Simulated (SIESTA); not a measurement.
ZnS in SIESTA: the effect of functional

The system is ZnS.

```
Zn S
1.0
     0.00000    2.70200    2.70200
     2.70200    0.00000    2.70200
     2.70200    2.70200    0.00000
Zn S
1 1
Direct
  0.75000 0.75000 0.75000
  0.00000 0.00000 0.00000
```

Alike in all runs:

| Property | Result |
| --- | --- |
| Program | SIESTA 5.4.2 |
| Task | single point |
| Basis | DZP (energy shift 0.003 Ry; two zetas on semicore shells) |
| Grid cutoff | 800 Ry |
| Energy shift | 0.003 Ry |
| k mesh | 9 × 9 × 9 |
| Occupations | fermi-dirac, width 0.05 eV |
| Spin | no spin polarisation |

| functional | potentials or basis | gap on the mesh (eV) | pressure (GPa) |
| --- | --- | --- | --- |
| LDA | PseudoDojo 0.4 standard (LDA files) | 2.26 | -3.7 |
| PBEsol | PseudoDojo 0.4 standard (PBEsol files) | 2.36 | -1.1 |
| AM05 | PseudoDojo 0.4 standard (PBEsol files) | ? | ? |
| WC | PseudoDojo 0.4 standard (PBEsol files) | 2.32 | -1.1 |
| PW91 | PseudoDojo 0.4 standard (PBE files) | 2.44 | 2.3 |
| revPBE | PseudoDojo 0.4 standard (PBE files) | 2.62 | 4.5 |
| RPBE | PseudoDojo 0.4 standard (PBE files) | 2.67 | 5.1 |
| BLYP | PseudoDojo 0.4 standard (PBE files) | 2.48 | 6.1 |

**Question.** What does the run with functional AM05 give?

**Answer.** gap on the mesh 2.44 eV; pressure -0.8 GPa.

Caveats: short orbitals over semicore shells can move pressures by several GPa; the valence orbitals were made in a potential fitted to the semicore shell under them, which widens gaps by tenths of an eV or more; an odd mesh through Γ misses points on the zone boundary, where band edges often lie; the basis of atomic orbitals isn't converged, which shifts pressures, moduli and gaps; the potentials were made for another functional, which shifts forces and pressure (some runs).

Runs at the PBE level aren't shown here.
